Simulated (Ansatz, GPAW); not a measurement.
# One calculation of Ga, 3 ways

```
CELL_PARAMETERS angstrom
-1.38440 1.38440 2.31122
1.38440 -1.38440 2.31122
1.38440 1.38440 -2.31122
ATOMIC_POSITIONS crystal
Ga 0.00000 0.00000 0.00000
```

This isn't the form of Ga at room conditions, which is orthorhombic.

Alike in all runs: task single point; functional PBEsol; k mesh 13 × 13 × 13; occupations gaussian, width 0.02 eV; no spin polarisation; no spin-orbit coupling. Pressure is positive in compression and, in plane waves, holds the error of the finite cutoff, which Ansatz's Pulay term estimates and takes out.

```json
{"program and potentials": "Ansatz, Ansatz PAW", "plane-wave cutoff (eV)": "420", "notes": "potentials made for PBE, which Ansatz adapts in part; 13 valence electrons an atom on average; Pulay term of +0.05 GPa included", "pressure (GPa)": "-0.33"}
{"program and potentials": "GPAW, PAW data sets generated for this functional", "plane-wave cutoff (eV)": "600", "notes": "3 valence electrons an atom on average", "pressure (GPa)": "0.07"}
{"program and potentials": "Ansatz, all-electron LAPW, scalar-relativistic", "plane-wave cutoff (eV)": "-", "notes": "-", "pressure (GPa)": "-0.29"}
```

The pressure spans -0.33 (Ansatz, Ansatz PAW) to 0.07 GPa (GPAW, PAW data sets generated for this functional), with all-electron results at -0.29.

The functional is the same throughout but for its coding, so the spread measures potentials, basis and numerics; runs on potential files found faulty are left out.
